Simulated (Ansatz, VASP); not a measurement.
# Two plane-wave programs on AlN

```
CELL_PARAMETERS angstrom
3.08878 0.00000 0.00000
-1.54439 2.67496 0.00000
0.00000 0.00000 4.96802
ATOMIC_POSITIONS crystal
Al 0.33333 0.66667 0.00049
Al 0.66667 0.33333 0.50049
N 0.33333 0.66667 0.38151
N 0.66667 0.33333 0.88151
```

Alike in both runs: functional LDA; k mesh 8 × 8 × 5; no spin polarisation.

Ansatz relaxed the structure, and its values are those at the end. VASP's run is a single point on that final structure, the one shown.

|  | VASP | Ansatz |
| --- | --- | --- |
| version | VASP 6.6.1 | Ansatz 0.2.0 |
| potentials or method | VASP PAW LDA potentials, release 64 (Al, N) | scalar-relativistic, plane waves, PAW |
| plane-wave cutoff (eV) | 520 | 420 |
| occupations | gaussian, width 0.01 eV | fixed |
| valence electrons in the cell | 16 | 16 |

VASP gave:

* gap on the k mesh at the Fermi level (eV): 4.41
* least direct gap on the mesh (eV): 4.41
* pressure (GPa): -0.4

**Question.** What did Ansatz give for the same quantities?

**Answer.** gap on the k mesh at the Fermi level (eV): 4.40; least direct gap on the mesh (eV): 4.40; pressure (GPa): -1.0.

Ansatz warned: «stress_scf_threshold_loose».
